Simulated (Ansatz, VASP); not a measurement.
## Eu in VASP and in Ansatz

```
Eu
1.0
    -2.27550    2.27550    2.27550
     2.27550   -2.27550    2.27550
     2.27550    2.27550   -2.27550
Eu
1
Cartesian
  0.0000 0.0000 0.0000
```

Alike in both runs: task relaxation of cell and atoms; functional LDA; k mesh 16 × 16 × 16; occupations fermi-dirac, width 0.05 eV; collinear spin.

```csv
,VASP,Ansatz
version,VASP 6.6.1,Ansatz 0.2.0
potentials or method,"VASP PAW PBE potentials, release 64 (Eu)","PAW with Ansatz's default frozen-core files, scalar-relativistic"
plane-wave cutoff (eV),600,420
valence electrons in the cell,17,17
```

```tsv
	VASP	Ansatz	Ansatz less VASP
net moment per atom (μB)	7.13	7.17	+0.037
size of the moment on the site where the two differ most (μB)	6.64	6.93	+0.288
relaxed volume (Å³/atom)	34.20	34.59	+0.381
relaxed cell length with the largest relative difference (Å)	3.542	3.555	+0.0131
energy change over the relaxation (meV/atom)	-190	-169	+20.5
```

Site moments also hang on the region over which each program counts them.

Caveats: the volume moved by over 15 % at a fixed basis, so the end points are rough (VASP); the PAW data sets were made with another functional, which shifts forces and pressure a little (VASP). The state reached can hang on the start; a lower one may exist. Zero-point motion and thermal expansion aren't in these numbers.
